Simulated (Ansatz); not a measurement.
Rh: from a trial structure to a relaxed crystal

These are results of Ansatz 0.2.0, DFT PBE, scalar-relativistic, plane waves, PAW, not measurements. Cutoff 420 eV, Γ-centred k mesh, Gaussian smearing, no spin polarisation in the final step.

The start puts Rh on the sites of a reported Hg cell (P2_1/c, No. 14), at a guessed volume.

```
Rh
1.0
     4.47141    0.00000    0.00000
     0.00000    4.86007    0.00000
    -2.00567    0.00000    4.42148
Rh
6
Direct
  0.00000 0.00000 0.00000
  0.00000 0.50000 0.50000
  0.42500 0.36000 0.26500
  0.57500 0.86000 0.23500
  0.57500 0.64000 0.73500
  0.42500 0.14000 0.76500
```

Steps on the 4×4×4 mesh (6 atoms). 10 of 11 steps are shown, and the free energy counts from the last. Trial steps that were taken back and renewals of the plane-wave basis can be among the rows.

```tsv
step	ΔF (meV/atom)	V (Å³/atom)	P (GPa)	largest force component (eV/Å)
1	543.6	16.01	9.25	1.203
2	344.5	16.14	-2.09	1.001
3	177.4	15.58	-3.96	0.543
4	73.6	14.76	-0.30	0.211
5	22.4	14.56	-2.03	0.236
6	37.3	14.14	6.26	1.007
7	4.9	14.51	-1.80	0.174
8	5.4	14.26	2.82	0.201
9	-0.7	14.41	-0.21	0.027
11	0.0	14.40	0.02	0.002
```

A final relaxation ran on a 26×26×26 mesh. The relaxed crystal, I4/mmm (No. 139):

```cif
data_structure
_symmetry_space_group_name_H-M 'I4/mmm'
_symmetry_Int_Tables_number 139
_cell_length_a 3.2796
_cell_length_b 3.2796
_cell_length_c 2.6791
_cell_angle_alpha 90.000
_cell_angle_beta 90.000
_cell_angle_gamma 90.000
_cell_volume 28.82
loop_
_atom_site_label
_atom_site_type_symbol
_atom_site_symmetry_multiplicity
_atom_site_Wyckoff_symbol
_atom_site_fract_x
_atom_site_fract_y
_atom_site_fract_z
_atom_site_occupancy
Rh1 Rh 2 a 0.00000 0.00000 0.00000 1
```

```yaml
Volume_per_atom: 14.41 Å³
Density: 11.86 g/cm³
Energy_over_the_standard_structure: 0.22 eV/atom
Gap_on_the_26×26×26_mesh: 0 eV (a metal)
```

Energies count from the standard state of Rh at the same level.

The final run used a 26×26×26 mesh on its 1-atom cell and 0.10 eV smearing. For metals, differences of a few meV/atom aren't resolved.

A structure relaxed within its symmetry needn't be a true minimum.